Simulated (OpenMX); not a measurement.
Here is an OpenMX 3.8.5 calculation.

File Fe.dat:

```
System.CurrrentDirectory             ./
System.Name                          Fe
DATA.PATH                            ./DFT_DATA13
level.of.stdout                      1
level.of.fileout                     1
Species.Number                       1
<Definition.of.Atomic.Species
  Fe  Fe6.0H-s3p2d2          Fe_PBE13H
Definition.of.Atomic.Species>

Atoms.Number                         1
Atoms.SpeciesAndCoordinates.Unit     FRAC
<Atoms.SpeciesAndCoordinates
    1  Fe    0.0000000000    0.0000000000    0.0000000000   9.500  6.500
Atoms.SpeciesAndCoordinates>

Atoms.UnitVectors.Unit               Ang
<Atoms.UnitVectors
    -1.3828037707    1.3828037707    1.3828037707
     1.3828037707   -1.3828037707    1.3828037707
     1.3828037707    1.3828037707   -1.3828037707
Atoms.UnitVectors>

scf.XcType                           GGA-PBE
scf.SpinPolarization                 on
scf.ElectronicTemperature            580.226
scf.energycutoff                     500.0
scf.maxIter                          160
scf.EigenvalueSolver                 band
scf.Kgrid                            9 9 9
scf.Mixing.Type                      rmm-diisk
scf.Init.Mixing.Weight               0.01
scf.Min.Mixing.Weight                0.001
scf.Max.Mixing.Weight                0.2
scf.Mixing.History                   40
scf.Mixing.StartPulay                15
scf.criterion                        1.0e-8
scf.stress.tensor                    on
MD.Type                              nomd
```

Potentials or basis: OpenMX 2013 PBE set, Fe6.0H-s3p2d2, grid cutoff 500 Ry.

The run is started by

```bash
$ openmx Fe.dat -nt 1 > Fe.std
```

(1) Estimate the pressure.

(2) Predict the net moment.

(3) Estimate the site moments.

(4) Estimate the band gap on the k mesh.

Results:

(1) 20.2 GPa.

(2) 2.09 μB per cell.

(3) Fe +2.09 μB.

(4) none (metal or under the smearing width).

Caveat: the basis of atomic orbitals isn't converged, which shifts pressures, moduli and gaps.
